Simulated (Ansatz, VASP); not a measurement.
Two plane-wave programs on AlN

```
Al N
1.0
     3.14032    0.00000    0.00000
    -1.57016    2.71960    0.00000
     0.00000    0.00000    5.02633
Al N
2 2
Cartesian
  0.0000 1.8131 0.0076
  1.5702 0.9065 2.5208
  0.0000 1.8131 1.9275
  1.5702 0.9065 4.4407
```

Change from the starting cell: mode 5 frozen in at +0.000 Å, equal normal strain along x, y and z +0.0167.

Alike in both runs: task single point; functional LDA; k mesh 9 × 9 × 6; occupations gaussian, width 0.05 eV; no spin polarisation.

```csv
,VASP,Ansatz
version,VASP 6.6.1,Ansatz 0.2.0
potentials or method,"VASP PAW LDA potentials, release 64 (Al, N)","scalar-relativistic, plane waves, PAW"
plane-wave cutoff (eV),520,520
valence electrons in the cell,16,16
```

|  | VASP | Ansatz | Ansatz less VASP |
| --- | --- | --- | --- |
| gap on the k mesh at the Fermi level (eV) | 3.98 | 3.98 | -0.004 |
| least direct gap on the mesh (eV) | 3.98 | 3.98 | -0.004 |
| pressure (GPa) | -9.1 | -9.5 | -0.45 |
| largest component of the traceless stress (GPa) | 0.42 | 0.43 | +0.013 |
| rms of the force components (eV/Å) | 0.011 | 0.011 | 0.0000 |

Atom by atom the forces differ by 0.000 eV/Å (rms over components).

Caveats: an odd mesh through Γ misses points on the zone boundary, where band edges often lie.
